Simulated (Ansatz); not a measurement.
**Relaxing HgTe**

All numbers below come from DFT r2SCAN, scalar-relativistic, plane waves, PAW in Ansatz. Settings: 500 eV cutoff, 12×12×12 k-mesh, Gaussian smearing of 0.10 eV, no spin polarisation.

What was changed: relaxed at -2 GPa.

Spin–orbit coupling is left out, which can shift energies with elements as heavy as these.

Command:

```bash
ansatz run input.yaml --threads 1 --pin off --max-ram 2560MiB --backend cpu --events-out ev --progress --plain --runs-dir out
```

Input:

```yaml
crystal:
  lattice:
    - [0.0, 3.307533877, 3.307533877]
    - [3.307533877, 0.0, 3.307533877]
    - [3.307533877, 3.307533877, 0.0]
  atoms:
    - { symbol: Hg, position: [0.0, 0.0, 0.0] }
    - { symbol: Te, position: [0.25, 0.25, 0.25] }
basis:
  ecutwfc: 500
kpoints:
  mp_grid: { grid: [12, 12, 12] }
hamiltonian:
  xc: r2scan
scf:
  occupations: { method: gaussian, width: 0.1 }
output:
  forces: true
  stress: true
  eigenvalues: true
  write_density: true
  write_potential: true
  elf: true
  volumetric_format: npy
relax:
  adjacent_minimum: "off"
  f_tol: 0.008
  max_steps: 50
  cell: { stress_tol: 0.08, p_target: -2.0 }
```

F is the free energy. Steps run on the plane waves of an earlier cell, but the last one, and at times one on the way, on a freshly chosen basis, so a repeated geometry can differ a little in energy. The relaxation lowers the enthalpy F + PV at the target pressure, so F itself can rise.

Steps:

| step | F − F(1) (eV) | largest force component (eV/Å) | V (Å³/atom) | P (GPa) |
| --- | --- | --- | --- | --- |
| 1 | 0.0000 | 0.000 | 36.184 | -0.73 |
| 2 | 0.0323 | 0.000 | 37.869 | -2.21 |
| 3 | 0.0257 | 0.000 | 37.621 | -2.02 |
| 4 | 0.0251 | 0.000 | 37.621 | -2.01 |

Relaxed structure:

```yaml
crystal:
  lattice:
    - [0.00000, 3.35076, 3.35076]
    - [3.35076, 0.00000, 3.35076]
    - [3.35076, 3.35076, 0.00000]
  atoms:
    - { symbol: Hg, position: [0.00000, 0.00000, 0.00000] }
    - { symbol: Te, position: [0.25000, 0.25000, 0.25000] }
```

The structure is cubic, space group F-43m (No. 216). The conventional cell has a = 6.702 Å, b = 6.702 Å, c = 6.702 Å, α = 90.00°, β = 90.00°, γ = 90.00°. Hg (site symmetry -43m) has 4 Te at 2.90 Å as nearest neighbours. Around Te (site symmetry -43m) lie 4 Hg at 2.90 Å.

The run converged. It took 97 s on 1 thread of Arm Neoverse V2, with other jobs on the host, peak memory 0.64 GiB.